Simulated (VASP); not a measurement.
# CdTe (F-43m) in VASP: single point with HSE06

Aim: the single point of CdTe with HSE06.

All numbers are computed with VASP 6.6.1; they aren't measurements. Logs are shortened: lines on timing, memory, paths and dates and some standing lists are left out, and cuts for length are marked.

**Experimental background.**

From a printed reference work, data compilation, for a bulk crystal of CdTe at 0 K: band gap 1.607 eV.

The results are compared with them further down.

## (1) The cell of the first run

Symmetry: F-43m, No. 216, cubic system. Conventional cell: a = 6.536 Å, b = 6.536 Å, c = 6.536 Å, α = 90.00°, β = 90.00°, γ = 90.00°. Te (site symmetry -43m) has 4 Cd at 2.83 Å within 3.7 Å. Within 3.7 Å of Cd (site symmetry -43m) lie 4 Te at 2.83 Å.

## (2) Single point, HSE06

File POSCAR:

```
CdTe
1.0
    0.0000000000      3.2678590959      3.2678590959
    3.2678590959      0.0000000000      3.2678590959
    3.2678590959      3.2678590959      0.0000000000
Te Cd
1 1
Direct
    0.7500000000      0.7500000000      0.7500000000
    0.0000000000      0.0000000000      0.0000000000
```

File INCAR.step1:

```
SYSTEM = CdTe
PREC = Accurate
ENCUT = 520
EDIFF = 1E-5
ISMEAR = -1
SIGMA = 0.05
LREAL = .FALSE.
LASPH = .TRUE.
NELM = 60
ALGO = Normal
ISIF = 2
LWAVE = .TRUE.
LCHARG = .FALSE.
NBANDS = 16
GGA = PE
```

File INCAR.step2:

```
SYSTEM = CdTe
PREC = Accurate
ENCUT = 520
EDIFF = 1E-6
ISMEAR = -1
SIGMA = 0.05
LREAL = .FALSE.
LASPH = .TRUE.
NELM = 60
ALGO = Normal
ISIF = 2
LWAVE = .FALSE.
LCHARG = .FALSE.
GGA = PE
LHFCALC = .TRUE.
HFSCREEN = 0.2079
PRECFOCK = Normal
NBANDS = 16
ISTART = 1
```

File KPOINTS:

```
Automatic mesh
0
G
  4 4 4
  0 0 0
```

Potentials or basis: VASP PAW PBE potentials, release 64 (Te, Cd).

Run with:

```console
cat potpaw_PBE.64/Te/POTCAR potpaw_PBE.64/Cd/POTCAR > POTCAR
cp INCAR.step1 INCAR
mpirun -np 1 vasp_std > vasp.out
cp INCAR.step2 INCAR
mpirun -np 1 vasp_std > vasp.out
```

OUTCAR:

```text
SYSTEM = CdTe
   PREC = Accurate
   ENCUT = 520
   EDIFF = 1E-6
   ISMEAR = -1
   LREAL = .FALSE.
   LASPH = .TRUE.
   NELM = 60
   ISIF = 2
   GGA = PE
   LHFCALC = .TRUE.
   HFSCREEN = 0.2079
   PRECFOCK = Normal
   ISTART = 1

 ion  position               nearest neighbor table
   1  0.750  0.750  0.750-   2 2.83   2 2.83   2 2.83   2 2.83
   2  0.000  0.000  0.000-   1 2.83   1 2.83   1 2.83   1 2.83

  LATTYP: Found a face centered cubic cell.
 ALAT       =     6.5357181918

  Lattice vectors:

 A1 = (   0.0000000000,   3.2678590959,   3.2678590959)
 A2 = (   3.2678590959,   0.0000000000,   3.2678590959)
 A3 = (   3.2678590959,   3.2678590959,   0.0000000000)

Analysis of symmetry for initial positions (statically):
=====================================================================
 Subroutine PRICEL returns:
 Original cell was already a primitive cell.

 Routine SETGRP: Setting up the symmetry group for a
 face centered cubic supercell.

 Subroutine GETGRP returns: Found 24 space group operations
 (whereof 24 operations were pure point group operations)
 out of a pool of 48 trial point group operations.

The static configuration has the point symmetry T_d .

Analysis of symmetry for dynamics (positions and initial velocities):
=====================================================================
 Subroutine PRICEL returns:
 Original cell was already a primitive cell.

 Routine SETGRP: Setting up the symmetry group for a
 face centered cubic supercell.

 Subroutine GETGRP returns: Found 24 space group operations
 (whereof 24 operations were pure point group operations)
 out of a pool of 48 trial point group operations.

The dynamic configuration has the point symmetry T_d .

 Subroutine INISYM returns: Found 24 space group operations
 (whereof 24 operations are pure point group operations),
 and found     1 'primitive' translations

----------------------------------------------------------------------------------------

                                     Primitive cell

  volume of cell :      69.7943

  direct lattice vectors                    reciprocal lattice vectors
     0.000000000  3.267859096  3.267859096    -0.153005373  0.153005373  0.153005373
     3.267859096  0.000000000  3.267859096     0.153005373 -0.153005373  0.153005373
     3.267859096  3.267859096  0.000000000     0.153005373  0.153005373 -0.153005373
[... 73 lines left out ...]
   ISIF   =      2    stress and relaxation
   ISYM   =      3    0-nonsym 1-usesym 2-fastsym
   POTIM  = 0.5000    time-step for ionic-motion
   TEBEG  =    0.0;   TEEND  =   0.0 temperature during run
   PSTRESS=    0.0 pullay stress
   NELECT =      18.0000    total number of electrons
   NUPDOWN=      -1.0000    fix difference up-down
   EMIN   =  10.00;   EMAX   =-10.00  energy-range for DOS
   EFERMI =   0.00;   METHOD = LEGACY
   ISMEAR =    -1;   SIGMA  =   0.05  broadening in eV -4-tet -1-fermi 0-gaus
   EFERMI_NEDOS =   21; number of points for ismear=-14 and -15
   IALGO  =     38    algorithm
   IMIX   =      1    mixing-type and parameters
     AMIX     =   0.40;   BMIX     =  1.00
     AMIX_MAG =   1.60;   BMIX_MAG =  1.00
  volume/ion in A,a.u.               =      34.90       235.50
  Fermi-wavevector in a.u.,A,eV,Ry     =   1.042059  1.969206 14.774391  1.085887
  Thomas-Fermi vector in A             =   2.176707
   LORBIT       =      0    0 simple, 1 ext, 2 COOP (PROOUT), +10 PAW based schemes
   GGA     = PE    functional components
   LHFCALC =     T    Hartree Fock is set to
   PRECFOCK=normal    Normal, Fast or Accurate (Low or Medium for compatibility)
   ENCUT4O =  -1.0   cutoff for four orbital integrals eV
   NKREDX  =     1    reduce k-point grid by
   NKREDY  =     1    reduce k-point grid by
   NKREDZ  =     1    reduce k-point grid by
   AEXX    =    0.2500 exact exchange contribution
   HFSCREEN=    0.2079 screening length (either q_TF or 0.3 A-1)
   HFSCREENC=   0.2079 screening length for correlation (either q_TF or 0.3 A-1)
   ENCUTFOCK=  -1.0 apply spherical cutoff to Coloumb kernel
   IVDW    =     0    specifies the selected vdW correction
   LEPSILON=     F    determine dielectric tensor
   LRPA    =     F    only Hartree local field effects (RPA)
 non-spin polarized calculation
  energy-cutoff  :      520.00
  volume of cell :       69.79
 maximum number of plane-waves:      1893
 NGX is ok and might be reduce to    36
  NGX = 28; NGY = 28; NGZ = 28

 number of electron      18.0000003 magnetization

 Free energy of the ion-electron system (eV)
  ---------------------------------------------------
  ext. energy  EPLUGINS =         0.00000000
  ---------------------------------------------------
  free energy    TOTEN  =        -5.99187310 eV

  energy without entropy =       -5.99187306  energy(sigma->0) =       -5.99187308

 E-fermi :   2.3926     XC(G=0):  -7.0712

 val. band max:        1.6247526209   @ k =   0.0000   0.0000   0.0000
 cond. band min:       3.1055012824   @ k =   0.0000   0.0000   0.0000
 fundamental gap:      1.4807486616
 Fermi energy:         2.3926239392

 k-point     1 :       0.0000    0.0000    0.0000
  band No.  band energies     occupation
      1     -10.3537      2.00000
      2      -7.8992      2.00000
      3      -7.8992      2.00000
      4      -7.8992      2.00000
      5      -7.6543      2.00000
      6      -7.6543      2.00000
[... 129 lines left out ...]
      3      -7.7779      2.00000
      4      -7.6821      2.00000
      5      -7.6529      2.00000
      6      -6.9761      2.00000
[... 8 lines left out ...]
     15      13.7832      0.00000
     16      13.9181      0.00000

------------------------ aborting loop because EDIFF is reached ----------------------------------------

  FORCE on cell =-STRESS in cart. coord.  units (eV):
  Direction    XX          YY          ZZ          XY          YZ          ZX
  --------------------------------------------------------------------------------------
  -------------------------------------------------------------------------------------
  Total        0.2927965      0.2927965      0.2927965      0.0000000      0.0000000     -0.0000000
  in kB        6.7213492      6.7213492      6.7213492      0.0000000      0.0000000     -0.0000000
  external PRESSURE =       6.7213492 kB  Pullay stress =       0.0000000 kB

 VOLUME and BASIS-vectors are now :
 -----------------------------------------------------------------------------
  energy-cutoff  :      520.00
  volume of cell :       69.79
      direct lattice vectors                 reciprocal lattice vectors
     0.000000000  3.267859096  3.267859096    -0.153005373  0.153005373  0.153005373
     3.267859096  0.000000000  3.267859096     0.153005373 -0.153005373  0.153005373
     3.267859096  3.267859096  0.000000000     0.153005373  0.153005373 -0.153005373

 POSITION                                       TOTAL-FORCE (eV/Angst)
 -----------------------------------------------------------------------------------
      4.90179      4.90179      4.90179        -0.000000     -0.000000     -0.000000
      0.00000      0.00000      0.00000         0.000000      0.000000      0.000000
 -----------------------------------------------------------------------------------
    total drift:                                0.000003     -0.000002      0.000002

  FREE ENERGIE OF THE ION-ELECTRON SYSTEM (eV)
  ---------------------------------------------------
  free  energy   TOTEN  =        -5.9918730952 eV

  energy  without entropy=       -5.9918730634  energy(sigma->0) =       -5.99187308
```

OUTCAR.step1:

```text
SYSTEM = CdTe
   PREC = Accurate
   ENCUT = 520
   EDIFF = 1E-5
   ISMEAR = -1
   LREAL = .FALSE.
[... 355 lines left out ...]
      4.90179      4.90179      4.90179        -0.000000     -0.000000     -0.000000
      0.00000      0.00000      0.00000         0.000000      0.000000      0.000000
 -----------------------------------------------------------------------------------
    total drift:                                0.000000      0.000000      0.000000

  FREE ENERGIE OF THE ION-ELECTRON SYSTEM (eV)
  ---------------------------------------------------
  free  energy   TOTEN  =        -4.7384532113 eV

  energy  without entropy=       -4.7384069535  energy(sigma->0) =       -4.73843008
```

It took 11 min on 1 thread of Intel Xeon Platinum 8259CL at 2.50GHz (Skylake/Cascade Lake), shared host; peak memory 0.32 GiB.

What came out:

```
Free energy            : -5.9919 eV
Pressure               : 0.7 GPa
Band gap on the k mesh : 1.48 eV
```

Caveat: the PAW data sets were made with another functional, which shifts forces and pressure a little; spin-orbit coupling is left out, which moves the levels of the heavy elements.

## (3) Comparison with measurements

Step 2. A measured gap of CdTe is 1.607 eV (0 K; a printed reference work, data compilation); the calculated 1.48 eV misses it by -0.13 eV. Spin-orbit coupling on Cd, Te is left out. The value is that of HSE06, without temperature or zero-point motion.
